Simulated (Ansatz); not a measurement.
# Al2O3 (Corundum): the cost of one run

Computed with Ansatz 0.2.0 (DFT PBEsol, scalar-relativistic, plane waves, PAW, unless a step's input says otherwise).

### 1 The system as given

Symmetry: R-3c, No. 167, trigonal system. Conventional cell: a = 4.760 Å, b = 4.760 Å, c = 12.996 Å, α = 90.00°, β = 90.00°, γ = 120.00°. Al (site symmetry 3) is surrounded by 6 O at 1.85 to 1.97 Å. O (site symmetry 2) is surrounded by 4 Al at 1.85 to 1.97 Å.

Coordinates:

```cif
data_structure
_symmetry_space_group_name_H-M 'R-3c:H'
_symmetry_Int_Tables_number 167
_cell_length_a 4.7605
_cell_length_b 4.7605
_cell_length_c 12.9956
_cell_angle_alpha 90.000
_cell_angle_beta 90.000
_cell_angle_gamma 120.000
_cell_volume 255.05
loop_
_atom_site_label
_atom_site_type_symbol
_atom_site_symmetry_multiplicity
_atom_site_Wyckoff_symbol
_atom_site_fract_x
_atom_site_fract_y
_atom_site_fract_z
_atom_site_occupancy
Al1 Al 12 c 0.33333 0.66667 0.01883 1
O1 O 18 e 0.30668 0.00000 0.25000 1
```

The structure comes from the Crystallography Open Database.

(A quick probe on a coarse mesh, which set the mesh and smearing, is not shown.)

### 3 The relaxation

The input, input.yaml:

```yaml
crystal:
  lattice:
    - [2.38025, 1.3742379782, 4.3318666667]
    - [-2.38025, 1.3742379782, 4.3318666667]
    - [0.0, -2.7484759565, 4.3318666667]
  atoms:
    - { symbol: Al, position: [0.35216, 0.35216, 0.35216] }
    - { symbol: Al, position: [0.14784, 0.14784, 0.14784] }
    - { symbol: Al, position: [0.64784, 0.64784, 0.64784] }
    - { symbol: Al, position: [0.85216, 0.85216, 0.85216] }
    - { symbol: O, position: [0.55668, 0.94332, 0.25] }
    - { symbol: O, position: [0.25, 0.55668, 0.94332] }
    - { symbol: O, position: [0.94332, 0.25, 0.55668] }
    - { symbol: O, position: [0.44332, 0.05668, 0.75] }
    - { symbol: O, position: [0.75, 0.44332, 0.05668] }
    - { symbol: O, position: [0.05668, 0.75, 0.44332] }
basis:
  ecutwfc: 420
kpoints:
  mp_grid: { grid: [6, 6, 6] }
hamiltonian:
  xc: pbesol
scf:
  occupations: { method: gaussian, width: 0.02 }
output:
  forces: true
  stress: true
  eigenvalues: true
relax:
  adjacent_minimum: "off"
  f_tol: 0.005
  max_steps: 80
  cell: { stress_tol: 0.05 }
```

Run with:

```console
$ ansatz run input.yaml --threads 2 --pin off --max-ram 5120MiB --backend cpu --events-out ev --progress --plain --runs-dir out
```

**Question.** How long does this run take on 2 threads of an Arm CPU, shared host, and how much memory does it need?

About 22 s, with a peak of 0.39 GiB.
